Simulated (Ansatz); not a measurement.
## InPd (Pm-3m), one atom moved over a plane

Method: DFT PBE, scalar-relativistic, plane waves, PAW (Ansatz 0.2.0). The runs took a 420 eV cutoff, a Γ-centred 14×14×14 mesh and Gaussian smearing (0.15 eV). No spin polarisation. Energies are free energies at this smearing, counted from the undisturbed cell; pressure is positive in compression.

The starting cell (as given, not relaxed at this level; it stands at 3.7 GPa, and it needn't be the usual structure):

```
In Pd
1.0
     3.27188    0.00000    0.00000
     0.00000    3.27188    0.00000
     0.00000    0.00000    3.27188
In Pd
1 1
Direct
  0.00000 0.00000 0.00000
  0.50000 0.50000 0.50000
```

Atom 2 (Pd) is moved by p along (0.707, 0.707, 0.000) and q along (0.000, 0.000, 1.000) (Å), all else fixed. Points are written (p, q).

Energy above the undisturbed cell in eV/cell (a dash: not computed):

```csv
p \ q,-0.450,-0.225,0.000,0.225,0.450
-0.450,1.48,0.77,0.53,0.77,1.48
-0.225,0.65,0.25,0.11,0.25,0.65
0.000,0.42,0.11,0.00,0.11,0.42
0.225,0.65,0.25,0.11,0.25,0.65
0.450,1.48,0.77,0.53,0.77,1.48
```

Pressure in GPa:

```
 p \ q  -0.450  -0.225  0.000  0.225  0.450
-0.450    29.3    18.2   14.4   18.2   29.3
-0.225    16.8     8.9    6.2    8.9   16.8
 0.000    13.1     6.1    3.7    6.1   13.1
 0.225    16.8     8.9    6.2    8.9   16.8
 0.450    29.3    18.2   14.4   18.2   29.3
```